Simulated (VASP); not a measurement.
# Cu (P6_3/mmc) in VASP: notebook

One crystal, Cu, is run at these levels: PBEsol, PBE; tasks: single point.

Program: VASP 6.6.1. These are calculated values, not measurements. Logs are shortened: lines on timing, memory, paths and dates and some standing lists are left out, and cuts for length are marked.

## (1) Starting point

It takes space group P6_3/mmc (No. 194, hexagonal). Conventional cell: a = 2.534 Å, b = 2.534 Å, c = 4.113 Å, α = 90.00°, β = 90.00°, γ = 120.00°. Cu (site symmetry -6m2) has 12 Cu at 2.52 to 2.53 Å as nearest neighbours.

This isn't the form of Cu at room conditions, which is fcc.

## (2) Single point, PBEsol

File INCAR:

```
SYSTEM = Cu
PREC = Accurate ; ENCUT = 520
EDIFF = 1E-7 ; ISMEAR = -1
SIGMA = 0.05 ; LREAL = .FALSE.
LASPH = .TRUE. ; NELM = 100
ALGO = Normal ; ISIF = 2
LWAVE = .FALSE. ; LCHARG = .TRUE.
GGA = PS ; LELF = .TRUE.
LVHAR = .TRUE. ; NBANDS = 18
```

File KPOINTS:

```
regular mesh
0
G
  12 12 7
  0 0 0
```

File POSCAR:

```
Cu
1.0
    2.5340966698      0.0000000000      0.0000000000
   -1.2670483349      2.1945920917      0.0000000000
    0.0000000000      0.0000000000      4.1125710000
Cu
2
Direct
    0.6666666667      0.3333333333      0.7500000000
    0.3333333333      0.6666666667      0.2500000000
```

Potentials or basis: VASP PAW PBE potentials, release 64 (Cu).

Run with:

```console
cat potpaw_PBE.64/Cu/POTCAR > POTCAR
mpirun -np 1 vasp_std > vasp.out
```

OUTCAR:

```text
SYSTEM = Cu
   PREC = Accurate
   ENCUT = 520
   EDIFF = 1E-7
   ISMEAR = -1
   LREAL = .FALSE.
   LASPH = .TRUE.
   NELM = 100
   ISIF = 2
   GGA = PS

 ion  position               nearest neighbor table
   1  0.667  0.333  0.750-   2 2.52   2 2.52   2 2.52   2 2.52   2 2.52   2 2.52
   2  0.333  0.667  0.250-   1 2.52   1 2.52   1 2.52   1 2.52   1 2.52   1 2.52

  LATTYP: Found a hexagonal cell.
 ALAT       =     2.5340966698
 C/A-ratio  =     1.6228942838

  Lattice vectors:

 A1 = (   2.5340966698,   0.0000000000,   0.0000000000)
 A2 = (  -1.2670483349,   2.1945920917,   0.0000000000)
 A3 = (   0.0000000000,   0.0000000000,   4.1125710000)

Analysis of symmetry for initial positions (statically):
=====================================================================
 Subroutine PRICEL returns:
 Original cell was already a primitive cell.

 Routine SETGRP: Setting up the symmetry group for a
 hexagonal supercell.

 Subroutine GETGRP returns: Found 24 space group operations
 (whereof 12 operations were pure point group operations)
 out of a pool of 24 trial point group operations.

The static configuration has the point symmetry D_3d.
 The point group associated with its full space group is D_6h.

Analysis of symmetry for dynamics (positions and initial velocities):
=====================================================================
 Subroutine PRICEL returns:
 Original cell was already a primitive cell.

 Routine SETGRP: Setting up the symmetry group for a
 hexagonal supercell.

 Subroutine GETGRP returns: Found 24 space group operations
 (whereof 12 operations were pure point group operations)
 out of a pool of 24 trial point group operations.

The dynamic configuration has the point symmetry D_3d.
 The point group associated with its full space group is D_6h.

 Subroutine INISYM returns: Found 24 space group operations
 (whereof 12 operations are pure point group operations),
 and found     1 'primitive' translations

----------------------------------------------------------------------------------------

                                     Primitive cell

  volume of cell :      22.8713

  direct lattice vectors                    reciprocal lattice vectors
     2.534096670  0.000000000  0.000000000     0.394617937  0.227832772  0.000000000
    -1.267048335  2.194592092  0.000000000     0.000000000  0.455665544  0.000000000
     0.000000000  0.000000000  4.112571000     0.000000000  0.000000000  0.243156896

  length of vectors
     2.534096670  2.534096670  4.112571000     0.455665544  0.455665544  0.243156896

  position of ions in fractional coordinates (direct lattice)
     0.666666667  0.333333333  0.750000000
     0.333333333  0.666666667  0.250000000

  ion indices of the primitive-cell ions
   primitive index   ion index
                 1           1
                 2           2

----------------------------------------------------------------------------------------

 KPOINTS: regular mesh

Automatic generation of k-mesh.
 Grid dimensions read from file:
 generate k-points for:   12   12    7

 Generating k-lattice:

  Cartesian coordinates                     Fractional coordinates (reciprocal lattice)
     0.032884828  0.018986064  0.000000000     0.083333333 -0.000000000  0.000000000
     0.000000000  0.037972129  0.000000000     0.000000000  0.083333333  0.000000000
     0.000000000  0.000000000  0.034736699     0.000000000  0.000000000  0.142857143

  Length of vectors
     0.037972129  0.037972129  0.034736699

  Shift w.r.t. Gamma in fractional coordinates (k-lattice)
     0.000000000  0.000000000  0.000000000

 Subroutine IBZKPT returns following result:
 ===========================================

 Found     76 irreducible k-points:

 Following reciprocal coordinates:
            Coordinates               Weight
  0.000000  0.000000  0.000000      1.000000
  0.083333  0.000000  0.000000      6.000000
  0.166667  0.000000  0.000000      6.000000
  0.250000 -0.000000  0.000000      6.000000
  0.333333 -0.000000  0.000000      6.000000
  0.416667 -0.000000  0.000000      6.000000
[... 16 lines left out ...]
  0.250000 -0.000000  0.142857     12.000000
  0.333333 -0.000000  0.142857     12.000000
 [... further k-points ...]
   k-points           NKPTS =     76   k-points in BZ     NKDIM =     76   number of bands    NBANDS=     18
   number of dos      NEDOS =    301   number of ions     NIONS =      2
   total plane-waves  NPLWV =  12800
   dimension x,y,z NGX =    20 NGY =   20 NGZ =   32
   dimension x,y,z NGXF=    40 NGYF=   40 NGZF=   64
   ions per type =               2
   NGX,Y,Z   is equivalent  to a cutoff of  13.12, 13.12, 12.94 a.u.
   NGXF,Y,Z  is equivalent  to a cutoff of  26.24, 26.24, 25.87 a.u.
 SYSTEM =  Cu
   PREC   = accura    normal or accurate (medium, high low for compatibility)
   ISTART =      0    job   : 0-new  1-cont  2-samecut
   ICHARG =      2    charge: 1-file 2-atom 10-const
   ISPIN  =      1    spin polarized calculation?
   LNONCOLLINEAR =      F non collinear calculations
   LSORBIT =      F    spin-orbit coupling
   LASPH  =      T    aspherical Exc in radial PAW
   ENCUT  =  520.0 eV  38.22 Ry    6.18 a.u.   4.71  4.71  7.65*2*pi/ulx,y,z
   NELM   =    100;   NELMIN=  2; NELMDL= -5     # of ELM steps
   EDIFF  = 0.1E-06   stopping-criterion for ELM
   LREAL  =      F    real-space projection
   EDIFFG = 0.1E-05   stopping-criterion for IOM
   NSW    =      0    number of steps for IOM
   IBRION =     -1    ionic relax: 0-MD 1-quasi-New 2-CG
   NFREE  =      0    steps in history (QN), initial steepest desc. (CG)
   ISIF   =      2    stress and relaxation
   ISYM   =      2    0-nonsym 1-usesym 2-fastsym
   POTIM  = 0.5000    time-step for ionic-motion
   TEBEG  =    0.0;   TEEND  =   0.0 temperature during run
   PSTRESS=    0.0 pullay stress
   NELECT =      22.0000    total number of electrons
   NUPDOWN=      -1.0000    fix difference up-down
   EMIN   =  10.00;   EMAX   =-10.00  energy-range for DOS
   EFERMI =   0.00;   METHOD = LEGACY
   ISMEAR =    -1;   SIGMA  =   0.05  broadening in eV -4-tet -1-fermi 0-gaus
   EFERMI_NEDOS =   21; number of points for ismear=-14 and -15
   IALGO  =     38    algorithm
   IMIX   =      4    mixing-type and parameters
     AMIX     =   0.40;   BMIX     =  1.00
     AMIX_MAG =   1.60;   BMIX_MAG =  1.00
  volume/ion in A,a.u.               =      11.44        77.17
  Fermi-wavevector in a.u.,A,eV,Ry     =   1.616041  3.053874 35.532800  2.611587
  Thomas-Fermi vector in A             =   2.710691
   LORBIT       =      0    0 simple, 1 ext, 2 COOP (PROOUT), +10 PAW based schemes
   GGA     = PS    functional components
   LHFCALC =     F    Hartree Fock is set to
   AEXX    =    0.0000 exact exchange contribution
   IVDW    =     0    specifies the selected vdW correction
   LEPSILON=     F    determine dielectric tensor
   LRPA    =     F    only Hartree local field effects (RPA)
 non-spin polarized calculation
  energy-cutoff  :      520.00
  volume of cell :       22.87
 maximum number of plane-waves:       634
 NGX is ok and might be reduce to    20
   NGX =  9   NGY =  9   NGZ = 15

 number of electron      21.9999979 magnetization

 Free energy of the ion-electron system (eV)
  ---------------------------------------------------
  ext. energy  EPLUGINS =         0.00000000
  ---------------------------------------------------
  free energy    TOTEN  =        -8.58709937 eV

  energy without entropy =       -8.57919526  energy(sigma->0) =       -8.58314731

 E-fermi :   7.7521     XC(G=0): -13.0964

 val. band max:        7.7402217569   @ k =   0.0833   0.0833   0.1429
 cond. band min:       7.7781995546   @ k =   0.2500   0.2500   0.2857
 fundamental gap:      0.0379777977
 Fermi energy:         7.7521416451

 k-point     1 :       0.0000    0.0000    0.0000
  band No.  band energies     occupation
      1      -1.8329      2.00000
      2       2.5403      2.00000
      3       4.6985      2.00000
      4       4.7443      2.00000
      5       4.7443      2.00000
      6       4.9689      2.00000
[... 10 lines left out ...]
     17      31.5257      0.00000
     18      31.5258      0.00000

 k-point     2 :       0.0833    0.0000    0.0000
  band No.  band energies     occupation
      1      -1.6042      2.00000
      2       2.6713      2.00000
      3       4.5598      2.00000
      4       4.8292      2.00000
      5       4.8568      2.00000
      6       4.9327      2.00000
[... 10 lines left out ...]
     17      32.5191      0.00000
     18      32.6581      0.00000

 k-point     3 :       0.1667    0.0000    0.0000
  band No.  band energies     occupation
      1      -0.9343      2.00000
      2       3.0027      2.00000
      3       4.3590      2.00000
      4       4.5365      2.00000
      5       4.7968      2.00000
      6       5.0651      2.00000
[... 10 lines left out ...]
     17      29.7967      0.00000
     18      31.6477      0.00000

 k-point     4 :       0.2500   -0.0000    0.0000
  band No.  band energies     occupation
      1       0.1159      2.00000
      2       3.3072      2.00000
      3       3.9854      2.00000
      4       4.2164      2.00000
      5       4.7118      2.00000
      6       4.9107      2.00000
[... 10 lines left out ...]
     17      26.4074      0.00000
     18      28.7733      0.00000

 k-point     5 :       0.3333   -0.0000    0.0000
  band No.  band energies     occupation
      1       1.3770      2.00000
      2       3.3128      2.00000
      3       3.6017      2.00000
      4       4.2477      2.00000
      5       4.7704      2.00000
      6       4.7954      2.00000
[... 10 lines left out ...]
     17      23.6132      0.00000
     18      27.5950      0.00000

 k-point     6 :       0.4167   -0.0000    0.0000
  band No.  band energies     occupation
      1       2.4199      2.00000
      2       3.1696      2.00000
      3       3.3795      2.00000
      4       4.4487      2.00000
      5       4.6740      2.00000
      6       4.8079      2.00000
[... 10 lines left out ...]
     17      21.3255      0.00000
     18      27.2009      0.00000

 k-point     7 :       0.5000   -0.0000    0.0000
  band No.  band energies     occupation
      1       2.8008      2.00000
      2       3.0651      2.00000
      3       3.3070      2.00000
      4       4.6352      2.00000
      5       4.6399      2.00000
      6       4.7721      2.00000
[... 10 lines left out ...]
     17      20.9893      0.00000
     18      27.0910      0.00000

 k-point     8 :       0.0833    0.0833    0.0000
  band No.  band energies     occupation
      1      -1.1546      2.00000
      2       2.9062      2.00000
      3       4.4042      2.00000
      4       4.7256      2.00000
      5       4.8519      2.00000
      6       4.9692      2.00000
[... 10 lines left out ...]
     17      31.6314      0.00000
     18      31.7288      0.00000
[... 229 lines left out ...]
     17      21.0503      0.00000
     18      21.0503      0.00000

 k-point    20 :       0.0000    0.0000    0.1429
  band No.  band energies     occupation
      1      -1.6410      2.00000
      2       2.4248      2.00000
      3       4.6598      2.00000
      4       4.7074      2.00000
      5       4.7074      2.00000
      6       4.9297      2.00000
[... 10 lines left out ...]
     17      30.0398      0.00000
     18      31.6251      0.00000

 k-point    21 :       0.0833    0.0000    0.1429
  band No.  band energies     occupation
      1      -1.4143      2.00000
      2       2.5686      2.00000
      3       4.5579      2.00000
      4       4.7595      2.00000
      5       4.7824      2.00000
      6       4.8212      2.00000
[... 10 lines left out ...]
     17      30.1122      0.00000
     18      31.8051      0.00000

 k-point    22 :       0.1667    0.0000    0.1429
  band No.  band energies     occupation
      1      -0.7513      2.00000
      2       2.9388      2.00000
      3       4.3552      2.00000
      4       4.3793      2.00000
      5       4.7435      2.00000
      6       4.9458      2.00000
[... 10 lines left out ...]
     17      28.8661      0.00000
     18      30.6384      0.00000

 k-point    23 :       0.2500   -0.0000    0.1429
  band No.  band energies     occupation
      1       0.2813      2.00000
      2       3.2958      2.00000
      3       3.8854      2.00000
      4       4.2463      2.00000
      5       4.6321      2.00000
      6       4.9302      2.00000
[... 10 lines left out ...]
     17      27.4328      0.00000
     18      29.5724      0.00000

 k-point    24 :       0.3333   -0.0000    0.1429
  band No.  band energies     occupation
      1       1.4946      2.00000
      2       3.3117      2.00000
      3       3.5940      2.00000
      4       4.1937      2.00000
      5       4.7411      2.00000
      6       4.8204      2.00000
[... 10 lines left out ...]
     17      25.4887      0.00000
     18      27.7808      0.00000

 [... further k-points ...]

------------------------ aborting loop because EDIFF is reached ----------------------------------------

  FORCE on cell =-STRESS in cart. coord.  units (eV):
  Direction    XX          YY          ZZ          XY          YZ          ZX
  --------------------------------------------------------------------------------------
  -------------------------------------------------------------------------------------
  Total       -0.1161266     -0.1161266     -0.0686686      0.0000000      0.0000000     -0.0000000
  in kB       -8.1348928     -8.1348928     -4.8103702      0.0000000      0.0000000     -0.0000000
  external PRESSURE =      -7.0267186 kB  Pullay stress =       0.0000000 kB

 VOLUME and BASIS-vectors are now :
 -----------------------------------------------------------------------------
  energy-cutoff  :      520.00
  volume of cell :       22.87
      direct lattice vectors                 reciprocal lattice vectors
     2.534096670  0.000000000  0.000000000     0.394617937  0.227832772  0.000000000
    -1.267048335  2.194592092  0.000000000     0.000000000  0.455665544  0.000000000
     0.000000000  0.000000000  4.112571000     0.000000000  0.000000000  0.243156896

 POSITION                                       TOTAL-FORCE (eV/Angst)
 -----------------------------------------------------------------------------------
      1.26705      0.73153      3.08443         0.000000      0.000000      0.000000
     -0.00000      1.46306      1.02814        -0.000000     -0.000000      0.000000
 -----------------------------------------------------------------------------------
    total drift:                               -0.000000      0.000000     -0.000000

  FREE ENERGIE OF THE ION-ELECTRON SYSTEM (eV)
  ---------------------------------------------------
  free  energy   TOTEN  =        -8.5870993661 eV

  energy  without entropy=       -8.5791952632  energy(sigma->0) =       -8.58314731
```

Wall time 20 s (1 thread of Intel Xeon Platinum 8375C at 2.90GHz (Ice Lake), shared host); peak memory 0.15 GiB.

What came out:

```yaml
Free_energy: -8.5871 eV
Pressure: -0.7 GPa
Band_gap_on_the_k_mesh: none (metal or under the smearing width)
```

Caveat: the PAW data sets were made with another functional, which shifts forces and pressure a little.

## (3) Single point, PBEsol (atoms moved at random, drawn with an rms of 0.05 Å)

INCAR is that of step 2.

KPOINTS is that of step 2.

File POSCAR:

```
Cu
1.0
    2.5340966698      0.0000000000      0.0000000000
   -1.2670483349      2.1945920917      0.0000000000
    0.0000000000      0.0000000000      4.1125710000
Cu
2
Direct
    0.6697150000      0.3503390000      0.7439260000
    0.3545910000      0.6668970000      0.2486650000
```

Potentials or basis: VASP PAW PBE potentials, release 64 (Cu).

Run with:

```console
cat potpaw_PBE.64/Cu/POTCAR > POTCAR
mpirun -np 1 vasp_std > vasp.out
```

Wall time 2.1 min (1 thread of Intel Xeon Platinum 8375C at 2.90GHz (Ice Lake), shared host); peak memory 0.27 GiB.

It converged, with:

- Free energy: -8.5811 eV
- Pressure: -0.6 GPa
- Largest force: 0.198 eV/Å
- Band gap on the k mesh: none (metal or under the smearing width)

Forces in eV/Å, atoms in the order of the input:
```
Cu   0.108 -0.059  0.155
Cu  -0.108  0.059 -0.155
```

Stress tensor (GPa, compression positive):
```
-0.35 -0.85  0.11
-0.85 -1.27 -0.06
 0.11 -0.06 -0.13
```

Levels at points of the mesh, in eV from the Fermi level:
| k point | band 8 | band 9 | band 10 | band 11 | band 12 | band 13 | band 14 | band 15 |
| --- | --- | --- | --- | --- | --- | --- | --- | --- |
| (0.00, 0.00, 0.00) | -2.59 | -2.42 | -1.78 | -1.64 | -1.02 | 4.04 | 21.45 | 22.09 |
| (0.50, 0.00, 0.00) | -1.60 | -1.55 | -1.52 | -0.06 | 1.73 | 7.78 | 8.23 | 11.06 |
| (0.00, 0.50, 0.00) | -1.61 | -1.56 | -1.52 | -0.06 | 1.72 | 7.79 | 8.24 | 11.05 |
| (0.50, 0.50, 0.00) | -1.63 | -1.57 | -1.49 | 0.20 | 1.46 | 8.26 | 8.70 | 10.65 |

Caveat: the PAW data sets were made with another functional, which shifts forces and pressure a little.

[end of part 1 of 2]
